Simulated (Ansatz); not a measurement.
# Al(111) with 4 layers of random Al-Au, 2x2: scattering by chemical disorder

Wanted: resistance against the alloy's length, first Al(111) with 4 layers of random Al-Au, 2x2.

Main program and level: Ansatz 0.2.0; Ansatz plane-wave DFT, PBE, PAW files; ballistic transport by layer matching (Landauer), zero bias; PAW set soft_1.

## (1) Starting point

The cell holds 40 atoms: 28 Al and 12 Au. Its edges and angles: a = 5.725 Å, b = 5.725 Å, c = 23.429 Å, α = 93.5°, β = 86.5°, γ = 120.0°. It derives from Al. Regions: lead, 24 atoms (24 Al); scattering region, 16 atoms (12 Au and 4 Al). The structure is stacked along c, and the current runs across the ab planes.

## (2) With 4 alloy layers

In 4 layers a share of 0.75 of the sites is given to Au at random. The layers about the cell's end stay perfect and serve as the lead. Disorder leaves little or no symmetry, which makes such runs dear. Energies from -0.05 to 0.05 eV in steps of 0.05 eV are too few for the program's thermal sum, so it prints no conductance; for a metal the transmission near the Fermi level serves, at a fraction of the cost.

The input, input.yaml:

```yaml
crystal:
  lattice:
    - [5.7246940741, 0.0, 0.0]
    - [-2.862347037, 4.957730497, 0.0]
    - [1.4311735185, -0.8262884162, 23.3709656917]
  atoms:
    - { symbol: Al, position: [0.9916666667, 0.0083333333, 0.05] }
    - { symbol: Al, position: [0.9916666667, 0.5083333333, 0.05] }
    - { symbol: Al, position: [0.4916666667, 0.0083333333, 0.05] }
    - { symbol: Al, position: [0.4916666667, 0.5083333333, 0.05] }
    - { symbol: Al, position: [0.1416666667, 0.3583333333, 0.15] }
    - { symbol: Al, position: [0.1416666667, 0.8583333333, 0.15] }
    - { symbol: Al, position: [0.6416666667, 0.3583333333, 0.15] }
    - { symbol: Al, position: [0.6416666667, 0.8583333333, 0.15] }
    - { symbol: Al, position: [0.2916666667, 0.2083333333, 0.25] }
    - { symbol: Al, position: [0.2916666667, 0.7083333333, 0.25] }
    - { symbol: Al, position: [0.7916666667, 0.2083333333, 0.25] }
    - { symbol: Al, position: [0.7916666667, 0.7083333333, 0.25] }
    - { symbol: Au, position: [0.9416666667, 0.0583333333, 0.35] }
    - { symbol: Al, position: [0.9416666667, 0.5583333333, 0.35] }
    - { symbol: Au, position: [0.4416666667, 0.0583333333, 0.35] }
    - { symbol: Au, position: [0.4416666667, 0.5583333333, 0.35] }
    - { symbol: Au, position: [0.0916666667, 0.4083333333, 0.45] }
    - { symbol: Al, position: [0.0916666667, 0.9083333333, 0.45] }
    - { symbol: Au, position: [0.5916666667, 0.4083333333, 0.45] }
    - { symbol: Au, position: [0.5916666667, 0.9083333333, 0.45] }
    - { symbol: Au, position: [0.2416666667, 0.2583333333, 0.55] }
    - { symbol: Au, position: [0.2416666667, 0.7583333333, 0.55] }
    - { symbol: Al, position: [0.7416666667, 0.2583333333, 0.55] }
    - { symbol: Au, position: [0.7416666667, 0.7583333333, 0.55] }
    - { symbol: Au, position: [0.8916666667, 0.1083333333, 0.65] }
    - { symbol: Au, position: [0.8916666667, 0.6083333333, 0.65] }
    - { symbol: Al, position: [0.3916666667, 0.1083333333, 0.65] }
    - { symbol: Au, position: [0.3916666667, 0.6083333333, 0.65] }
    - { symbol: Al, position: [0.0416666667, 0.4583333333, 0.75] }
    - { symbol: Al, position: [0.0416666667, 0.9583333333, 0.75] }
    - { symbol: Al, position: [0.5416666667, 0.4583333333, 0.75] }
    - { symbol: Al, position: [0.5416666667, 0.9583333333, 0.75] }
    - { symbol: Al, position: [0.1916666667, 0.3083333333, 0.85] }
    - { symbol: Al, position: [0.1916666667, 0.8083333333, 0.85] }
    - { symbol: Al, position: [0.6916666667, 0.3083333333, 0.85] }
    - { symbol: Al, position: [0.6916666667, 0.8083333333, 0.85] }
    - { symbol: Al, position: [0.8416666667, 0.1583333333, 0.95] }
    - { symbol: Al, position: [0.8416666667, 0.6583333333, 0.95] }
    - { symbol: Al, position: [0.3416666667, 0.1583333333, 0.95] }
    - { symbol: Al, position: [0.3416666667, 0.6583333333, 0.95] }
kpoints:
  mp_grid: { grid: [5, 5, 1] }
hamiltonian:
  xc: pbe
  pseudopotentials: { kind: paw, azcp: { folder: soft_1 } }
scf:
  occupations: { method: fermi_dirac, width: 0.1 }
output:
  transmission:
    leads: [[0, 4]]
    kmesh: [10, 10]
    e_range: [-0.05, 0.05]
    de: 0.05
  write_potential: true
  write_density: true
  volumetric_format: npy
```

The run is started by

```sh
ansatz run input.yaml --threads 4 --pin off --max-ram 15360MiB --backend cpu --events-out ev --progress --plain --runs-dir out
```

Numbers of over 12 decimals in the logs are rounded to 6 here.

The program printed:

```text
Engine: ansatz 0.2.0, aarch64-unknown-linux-gnu
Pseudopotentials: kind: paw
Pseudopotential: Al, paw, valence charge 3, recommended cutoff 420 eV (normal), soft_1/Al.paw.azcp
Pseudopotential: Au, paw, valence charge 19, recommended cutoff 420 eV (normal), soft_1/Au.paw.azcp
Functional definition: PBE
  parameter kappa = 0.804
  parameter beta = 0.066725
  exchange = pbe_x(kappa = kappa, mu = beta*pi^2/3)
  correlation = pbe_c(beta = beta)
Crystal: 40 atoms, lattice volume = 663.303 Å³
Basis set: ecut = 420 eV, 13043 PW (Γ)
Bands: 196, of which v1, the nominal top of the filled ones, is band 156 counted from 1 (155 counted from 0)
Symmetry: 2 space group operations
Space group: C2 (ITA 5), of the structure as read, at distance tolerance 8.7e-5 Å
k-points: 9 of 25 (time reversal used)
Non-local potential: Al, projectors of the file, l = 0: 2, l = 1: 2, l = 2: 1
Non-local potential: Au, projectors of the file, l = 0: 3, l = 1: 2, l = 2: 2, l = 3: 1
PAW form: soft (Blöchl's): semilocal exchange-correlation on the pseudo side does not see the compensation charge
PAW one-centre angular grid: Al, 110 points (default); XC on 64 Gauss nodes
PAW one-centre angular grid: Au, 590 points (default); XC on 64 Gauss nodes
Initial density: superposition of atomic densities (chi_scale 0.1, normalization cell, long waves of neutral atoms (reshape's long-wave potential 18.09 eV rms, cloud 2.57 Å wide))
Initial wavefunctions: pseudopotential atomic-orbital guess
Functional: x = pbe(κ = 0.804, μ = 0.219515), c = pbe(β = 0.066725)
SCF iter   1: F=—  HF=-172929.680143 eV  |F-HF|=—  |Δ(HF+E_count)|=         —  Δρ=1.71e-1  dr2=3.25e3  ethr=3.10e-3  ⟨swp⟩=6.9  Hψ=7333  notcnv=0  defer=13
preconditioner: auto → Kerker (q_TF=auto, 2.406 Å⁻¹)  [metal: Δε(μ)=0.018 eV  Ē_g=5.831 eV  σ=0.100 eV  W_gap=0.04  n_scr=152 (ndim 8)  ℏωp=21.2 eV  f_vac=0.000  D(μ)=26.68/eV (n_scr^D=240)]
SCF iter   2: F=—  HF=-172890.854461 eV  |F-HF|=—  |Δ(HF+E_count)|=    3.88e1  Δρ=8.09e-2  dr2=1.05e3  ethr=3.10e-3  ⟨swp⟩=3.0  Hψ=3847  notcnv=0  defer=44
SCF iter   3: F=—  HF=-172872.770698 eV  |F-HF|=—  |Δ(HF+E_count)|=    1.81e1  Δρ=2.77e-2  dr2=2.09e2  ethr=3.10e-3  ⟨swp⟩=3.2  Hψ=3564  notcnv=0  defer=82
SCF iter   4: F=—  HF=-172868.589410 eV  |F-HF|=—  |Δ(HF+E_count)|=    4.18e0  Δρ=9.56e-3  dr2=1.23e1  ethr=3.10e-3  ⟨swp⟩=3.3  Hψ=2365  notcnv=0  defer=99
SCF iter   5: F=—  HF=-172868.219646 eV  |F-HF|=—  |Δ(HF+E_count)|=   3.70e-1  Δρ=4.04e-3  dr2=2.60e0  ethr=3.10e-3  ⟨swp⟩=1.3  Hψ=1871  notcnv=0  defer=97
SCF iter   6: F=—  HF=-172868.125991 eV  |F-HF|=—  |Δ(HF+E_count)|=   9.37e-2  Δρ=8.86e-4  dr2=2.77e-2  ethr=8.34e-4  ⟨swp⟩=3.0  Hψ=1937  notcnv=0  defer=100
SCF iter   7: F=—  HF=-172868.123982 eV  |F-HF|=—  |Δ(HF+E_count)|=   2.01e-3  Δρ=3.11e-4  dr2=6.73e-3  ethr=8.89e-6  ⟨swp⟩=2.3  Hψ=2391  notcnv=0  defer=101
SCF iter   8: F=—  HF=-172868.123586 eV  |F-HF|=—  |Δ(HF+E_count)|=   3.96e-4  Δρ=8.74e-5  dr2=2.63e-4  ethr=2.16e-6  ⟨swp⟩=1.0  Hψ=1663  notcnv=0  defer=101
SCF iter   9: F=—  HF=-172868.123543 eV  |F-HF|=—  |Δ(HF+E_count)|=   4.36e-5  Δρ=3.79e-5  dr2=1.24e-4  ethr=8.43e-8  ⟨swp⟩=2.9  Hψ=3075  notcnv=0  defer=101
SCF iter  10: F=—  HF=-172868.123492 eV  |F-HF|=—  |Δ(HF+E_count)|=   5.08e-5  Δρ=1.13e-5  dr2=1.16e-5  ethr=3.98e-8  ⟨swp⟩=1.0  Hψ=1663  notcnv=0  defer=101
SCF iter  11: F=—  HF=-172868.123588 eV  |F-HF|=—  |Δ(HF+E_count)|=   9.55e-5  Δρ=2.28e-6  dr2=2.29e-7  ethr=3.73e-9  ⟨swp⟩=1.1  Hψ=1730  notcnv=0  defer=101
SCF iter  12: F=-172868.123588 eV  HF=-172868.123588 eV  |F-HF|=8.93e-9  |Δ(HF+E_count)|=   8.12e-9  Δρ=8.20e-7  dr2=9.72e-9  ethr=3.21e-11  ⟨swp⟩=15.2  Hψ=7512  notcnv=0
SCF 1 converged in 12 iterations: F = -172868.123588 eV  dr2 = 9.72e-9
  greatest PAW one-centre occupation: 1.000 electrons in one spin orbital (limit 2), on the Au atom at site 25 (counted from 0), in its partial waves of l = 0
transmission: 154 of 1508 steps passed
transmission: 304 of 1508 steps passed
[...]
transmission: 1508 of 1508 steps passed
SCF converged after 12 iterations
Free energy (F): -172868.123588 eV
Harris-Foulkes:  -172868.123588 eV  (|F-HF|=8.93e-9)
Internal energy: -172867.631382 eV  (E = F + TS)
E sigma→0 (E₀):  -172867.877485 eV
Entropy (-TS):   -0.492206 eV (-12.305 meV/atom)
Fermi energy:    12.153212 eV
--- Per-component energies (eV) ---
  E_band       = -3939.953261
  E_kinetic    = 7564.785414
  E_local      = -196470.065401  (includes V_loc(G=0)·N_el)
  E_nonlocal   = 1439.397911
  E_hartree    = 96164.606143
  E_xc         = -3646.278629
  E_vxc        = -3965.202959  (∫ρ·V_xc dr)
  E_paw        = -129912.962755  (= ΣΔE_a)
  E_vpaw       = -4838.148649  (= ΣTr[D̂ρ^β])
  E_aug_tail   = 0.020185  (compensation charges beyond the density's cutoff)
  E_ewald      = 51992.865750
  E_smearing   = -0.492206  (= −TS)
  E_closure    = -0.000000  (closes the sum)
  Σ components = -172868.123588   (vs F -172868.123588, Δ=0.00e0)
--- Band table (eV; the first three rows and the last of 9) ---
  k-point 0: bands = [... 152 lower, 11.0552, 11.3129, 11.3551, 11.4535, 11.4648, 11.4848, 11.5973, 11.5988, ... 36 higher]
  k-point 1: bands = [... 152 lower, 11.0896, 11.1634, 11.4174, 11.6641, 11.8391, 11.8958, 11.9638, 12.1625, ... 36 higher]
  k-point 2: bands = [... 152 lower, 11.8836, 12.2046, 12.2452, 12.3054, 12.3660, 12.4952, 12.5321, 12.6364, ... 36 higher]
  k-point 8: bands = [... 152 lower, 11.8050, 11.8821, 12.2215, 12.3083, 12.4764, 12.5044, 12.5502, 12.6434, ... 36 higher]
--- Transmission ---
  basis      : 253 plane waves across, 29 finite elements along
  points     : 52, standing for a mesh of 10 x 10
  energies   : 3 from -0.050000 to 0.050000 eV about the Fermi level, 0.050000 eV apart; the leads are filled to 0.000000 eV, and channels, transmission and decay are at 0.000000 eV
  crystal 0  : Al4, at the sites [0, 4], period 2.3371 Å, over 14.02 Å; its Hamiltonian steps by up to 17.8 meV
    offset         : up to 0.0000 Å between an atom of the period and one for which it stands
    channels       : 5.590000e0 a spin
    conductance    : none, the energies end too early or step too widely for 300 K: set another output.transmission.e_range or a lower de, or, where they end at an eighth of basis.ecutwfc, a higher one
  junction   : crystal 0 to crystal 0, 0.70 to 21.73 Å
    transmission   : 2.650911e0 a spin
    conductance    : none, the energies end too early or step too widely for 300 K: set another output.transmission.e_range or a lower de, or, where they end at an eighth of basis.ecutwfc, a higher one
```

Elapsed: 6.4 min, on 4 threads of Arm Neoverse V1, shared host; peak memory 2.8 GiB; 25 min of CPU time.

The column dr2 measures how far the density is from self-consistency, as an energy; F and HF (Harris–Foulkes) agree once it is small.

This step gave:

```yaml
free_energy: -172868.1236 eV
energy_at_zero_smearing: -172867.8775 eV
fermi_energy: 12.15 eV
cell_area: 28.38 Å²
transmission_per_spin_nearest_the_fermi_level: 2.651
open_channels_per_spin_nearest_the_fermi_level: 5.59
step_of_the_lead_s_potential: 17.8 meV
```

Per spin. Transmission, zone mean against energy, zero at the Fermi level:

```tsv
energy (eV)	transmission, zone mean
-0.0500	2.58
0.0000	2.65
0.0500	2.66
```

Per spin. The open channels, zone mean, lead by energy, zero at the Fermi level:

```tsv
energy (eV)	open channels, zone mean, lead
-0.0500	5.29
0.0000	5.59
0.0500	5.59
```

Transmission over k1 and k2. At 0.0000 eV from the Fermi level.

Ten even steps from '_' (0.18) to '@' (3.49):
```
%%@@@@**@@@@%%++##++
%%@@**######@@%%####
##**##**++++####%%++
%%@@##++==--++##@@%%
@@@@##++--__--++##@@
%%%%@@##++--==++##@@
##++%%####++++**##**
%%####%%@@######**@@
%%++##++%%@@@@**@@@@
@@%%%%##%%@@%%##%%%%
```
Columns: k1 (b1) from -0.5 to 0.4; rows upwards: k2 (b2) from -0.5 to 0.4.

Open channels over k1 and k2. At 0.0000 eV from the Fermi level.

Ten even steps from '0' (3.00) to '9' (8.00):
```
4669664020
2648846222
2988888920
4688668864
2648686846
4468866886
2029888889
2222648846
4020466966
2422424224
```
Columns: k1 (b1) from -0.5 to 0.4; rows upwards: k2 (b2) from -0.5 to 0.4.

Over the solved energies the transmission per spin lies between 2.58 and 2.66, out of 5.49 channels of the lead on average (up to 5.59).

## (3) With 8 alloy layers

In 8 layers a share of 0.75 of the sites is given to Au at random. A fresh draw is used; the growth of the resistance with length is what counts.

System of this step: Al(111) with 8 layers of random Al-Au, 2x2. The cell holds 56 atoms: 32 Al and 24 Au. Its edges and angles: a = 5.725 Å, b = 5.725 Å, c = 32.761 Å, α = 87.5°, β = 92.5°, γ = 120.0°. It derives from Al. Regions: lead, 24 atoms (24 Al); scattering region, 32 atoms (8 Al and 24 Au). The structure is stacked along c, and the current runs across the ab planes.

The input, input.yaml:

```yaml
crystal:
  lattice:
    - [5.7246940741, 0.0, 0.0]
    - [-2.862347037, 4.957730497, 0.0]
    - [-1.4311735185, 0.8262884162, 32.7193519684]
  atoms:
    - { symbol: Al, position: [0.005952381, 0.994047619, 0.0357142857] }
    - { symbol: Al, position: [0.005952381, 0.494047619, 0.0357142857] }
    - { symbol: Al, position: [0.505952381, 0.994047619, 0.0357142857] }
    - { symbol: Al, position: [0.505952381, 0.494047619, 0.0357142857] }
    - { symbol: Al, position: [0.1845238095, 0.3154761905, 0.1071428571] }
    - { symbol: Al, position: [0.1845238095, 0.8154761905, 0.1071428571] }
    - { symbol: Al, position: [0.6845238095, 0.3154761905, 0.1071428571] }
    - { symbol: Al, position: [0.6845238095, 0.8154761905, 0.1071428571] }
    - { symbol: Al, position: [0.3630952381, 0.1369047619, 0.1785714286] }
    - { symbol: Al, position: [0.3630952381, 0.6369047619, 0.1785714286] }
    - { symbol: Al, position: [0.8630952381, 0.1369047619, 0.1785714286] }
    - { symbol: Al, position: [0.8630952381, 0.6369047619, 0.1785714286] }
    - { symbol: Al, position: [0.0416666667, 0.9583333333, 0.25] }
    - { symbol: Au, position: [0.0416666667, 0.4583333333, 0.25] }
    - { symbol: Au, position: [0.5416666667, 0.9583333333, 0.25] }
    - { symbol: Au, position: [0.5416666667, 0.4583333333, 0.25] }
    - { symbol: Au, position: [0.2202380952, 0.2797619048, 0.3214285714] }
    - { symbol: Au, position: [0.2202380952, 0.7797619048, 0.3214285714] }
    - { symbol: Au, position: [0.7202380952, 0.2797619048, 0.3214285714] }
    - { symbol: Al, position: [0.7202380952, 0.7797619048, 0.3214285714] }
    - { symbol: Au, position: [0.3988095238, 0.1011904762, 0.3928571429] }
    - { symbol: Au, position: [0.3988095238, 0.6011904762, 0.3928571429] }
    - { symbol: Au, position: [0.8988095238, 0.1011904762, 0.3928571429] }
    - { symbol: Al, position: [0.8988095238, 0.6011904762, 0.3928571429] }
    - { symbol: Au, position: [0.0773809524, 0.9226190476, 0.4642857143] }
    - { symbol: Au, position: [0.0773809524, 0.4226190476, 0.4642857143] }
    - { symbol: Al, position: [0.5773809524, 0.9226190476, 0.4642857143] }
    - { symbol: Au, position: [0.5773809524, 0.4226190476, 0.4642857143] }
    - { symbol: Au, position: [0.255952381, 0.244047619, 0.5357142857] }
    - { symbol: Au, position: [0.255952381, 0.744047619, 0.5357142857] }
    - { symbol: Au, position: [0.755952381, 0.244047619, 0.5357142857] }
    - { symbol: Au, position: [0.755952381, 0.744047619, 0.5357142857] }
    - { symbol: Al, position: [0.4345238095, 0.0654761905, 0.6071428571] }
    - { symbol: Au, position: [0.4345238095, 0.5654761905, 0.6071428571] }
    - { symbol: Al, position: [0.9345238095, 0.0654761905, 0.6071428571] }
    - { symbol: Au, position: [0.9345238095, 0.5654761905, 0.6071428571] }
    - { symbol: Au, position: [0.1130952381, 0.8869047619, 0.6785714286] }
    - { symbol: Au, position: [0.1130952381, 0.3869047619, 0.6785714286] }
    - { symbol: Au, position: [0.6130952381, 0.8869047619, 0.6785714286] }
    - { symbol: Au, position: [0.6130952381, 0.3869047619, 0.6785714286] }
    - { symbol: Au, position: [0.2916666667, 0.2083333333, 0.75] }
    - { symbol: Au, position: [0.2916666667, 0.7083333333, 0.75] }
    - { symbol: Al, position: [0.7916666667, 0.2083333333, 0.75] }
    - { symbol: Al, position: [0.7916666667, 0.7083333333, 0.75] }
    - { symbol: Al, position: [0.4702380952, 0.0297619048, 0.8214285714] }
    - { symbol: Al, position: [0.4702380952, 0.5297619048, 0.8214285714] }
    - { symbol: Al, position: [0.9702380952, 0.0297619048, 0.8214285714] }
    - { symbol: Al, position: [0.9702380952, 0.5297619048, 0.8214285714] }
    - { symbol: Al, position: [0.1488095238, 0.8511904762, 0.8928571429] }
    - { symbol: Al, position: [0.1488095238, 0.3511904762, 0.8928571429] }
    - { symbol: Al, position: [0.6488095238, 0.8511904762, 0.8928571429] }
    - { symbol: Al, position: [0.6488095238, 0.3511904762, 0.8928571429] }
    - { symbol: Al, position: [0.3273809524, 0.1726190476, 0.9642857143] }
    - { symbol: Al, position: [0.3273809524, 0.6726190476, 0.9642857143] }
    - { symbol: Al, position: [0.8273809524, 0.1726190476, 0.9642857143] }
    - { symbol: Al, position: [0.8273809524, 0.6726190476, 0.9642857143] }
kpoints:
  mp_grid: { grid: [5, 5, 1] }
hamiltonian:
  xc: pbe
  pseudopotentials: { kind: paw, azcp: { folder: soft_1 } }
scf:
  occupations: { method: fermi_dirac, width: 0.1 }
output:
  transmission:
    leads: [[0, 4]]
    kmesh: [10, 10]
    e_range: [-0.05, 0.05]
    de: 0.05
  write_potential: true
  write_density: true
  volumetric_format: npy
```

The program printed:

```text
[...]
Crystal: 56 atoms, lattice volume = 928.624 Å³
Basis set: ecut = 420 eV, 18271 PW (Γ)
Bands: 332, of which v1, the nominal top of the filled ones, is band 276 counted from 1 (275 counted from 0)
Symmetry: 1 space group operations
[...]
k-points: 13 of 25 (time reversal used)
[...]
SCF iter   1: F=—  HF=-332899.891434 eV  |F-HF|=—  |Δ(HF+E_count)|=         —  Δρ=1.36e-1  dr2=4.50e3  ethr=3.10e-3  ⟨swp⟩=6.8  Hψ=17032  notcnv=0  defer=68
[...]
SCF iter  12: F=-332834.558434 eV  HF=-332834.558434 eV  |F-HF|=8.03e-8  |Δ(HF+E_count)|=   5.87e-8  Δρ=1.14e-6  dr2=8.37e-8  ethr=1.81e-11  ⟨swp⟩=12.2  Hψ=18899  notcnv=0
SCF 1 converged in 12 iterations: F = -332834.558434 eV  dr2 = 8.37e-8
[...]
transmission: 214 of 2132 steps passed
transmission: 428 of 2132 steps passed
[...]
transmission: 2132 of 2132 steps passed
SCF converged after 12 iterations
Free energy (F): -332834.558434 eV
[...]
Internal energy: -332833.889369 eV  (E = F + TS)
E sigma→0 (E₀):  -332834.223901 eV
Entropy (-TS):   -0.669066 eV (-11.948 meV/atom)
Fermi energy:    13.876883 eV
[...]
--- Band table (eV; the first three rows and the last of 13) ---
  k-point 0: bands = [... 272 lower, 13.0646, 13.0998, 13.2304, 13.2520, 13.2737, 13.3364, 13.3865, 13.4700, ... 52 higher]
  k-point 1: bands = [... 272 lower, 13.1517, 13.2839, 13.3414, 13.4353, 13.5102, 13.5830, 13.6928, 13.7735, ... 52 higher]
  k-point 2: bands = [... 272 lower, 13.7797, 13.8104, 13.9542, 13.9964, 14.1168, 14.1702, 14.2602, 14.2814, ... 52 higher]
  k-point 12: bands = [... 272 lower, 13.6951, 13.7162, 13.8290, 13.9158, 13.9211, 14.0490, 14.1092, 14.1492, ... 52 higher]
--- Transmission ---
  basis      : 253 plane waves across, 41 finite elements along
  points     : 52, standing for a mesh of 10 x 10
[...]
channels       : 5.410000e0 a spin
[...]
junction   : crystal 0 to crystal 0, 0.70 to 31.08 Å
    transmission   : 1.982036e0 a spin
[...]
```

Elapsed: 12 min, on 4 threads; peak memory 6.6 GiB; 48 min of CPU time.

Numbers from this step:

```
free energy                                    : -332834.5584 eV
energy at zero smearing                        : -332834.2239 eV
Fermi energy                                   : 13.88 eV
transmission per spin nearest the Fermi level  : 1.982
open channels per spin nearest the Fermi level : 5.41
step of the lead's potential                   : 6.7 meV
```

Per spin. The transmission, zone mean by energy, zero at the Fermi level:

```tsv
energy (eV)	transmission, zone mean
-0.0500	1.95
0.0000	1.98
0.0500	2.02
```

Over the solved energies the transmission per spin lies between 1.95 and 2.02, out of 5.41 channels of the lead on average (up to 5.59).

(Continued in part 2 of 2.)

[Logs are printed without paths, hosts, clocks, repeated set-up lines and the standing remarks that a program may print on its own settings, such as how far it seeks lower states.]

[Hosts, paths, dates, database ids (printed as entryN), source tags and the programs' standing remarks are cut or masked in the printed files.]
